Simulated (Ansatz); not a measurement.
The system is FeO (Wuestite).

```xyz
2
Lattice="0.0000 2.1554 2.1554 2.1554 0.0000 2.1554 2.1554 2.1554 0.0000" Properties=species:S:1:pos:R:3 pbc="T T T"
Fe    0.0000    0.0000    0.0000
O     2.1554    2.1554    2.1554
```

| Quantity | Value |
| --- | --- |
| Program | Ansatz 0.2.0 |
| Task | relaxation of cell and atoms |
| Functional | BLYP |
| Potentials or basis | Ansatz PAW |
| Cutoff | 420 eV (not typed: the program's choice for these potentials) |
| k mesh | 8 × 8 × 8 |
| Occupations | fermi-dirac, width 0.05 eV |
| Spin | collinear spin, ferromagnetic start |
| Starting moments | [3.0, 0.0] μB |

At the start: volume 10.01 Å³/atom.

Where does the relaxation end?

It ends after 7 steps and the volume is 10.39 Å³/atom (+3.8 %); space group Fm-3m (No. 225, to 0.05 Å); moment 4.00 μB per cell.

The path:
```csv
step,energy change (eV),largest force (eV/Å),volume (Å³)
1,0.0000,0.0000,20.03
2,-0.0109,0.0000,20.49
3,-0.0116,0.0000,20.74
4,-0.0116,0.0000,20.75
5,-0.0159,0.0000,20.75
6,-0.0157,0.0000,20.79
7,-0.0160,0.0000,20.79
```

Final structure:
```xyz
2
Lattice="0.0000 2.1824 2.1824 2.1824 0.0000 2.1824 2.1824 2.1824 0.0000" Properties=species:S:1:pos:R:3 pbc="T T T"
Fe    0.0000    0.0000    0.0000
O     2.1824    2.1824    2.1824
```

Caveat: the plane-wave basis is chosen anew once the cell has moved, so the energies of steps on either side of that aren't comparable; the pressure holds a Pulay correction of +0.8 GPa for the finite cutoff; a cell with one magnetic atom can't hold antiferromagnetic order, which such compounds often take; the PAW data sets come from PBE, with cores solved anew for the run's functional, which leaves a small shift of forces and pressure.
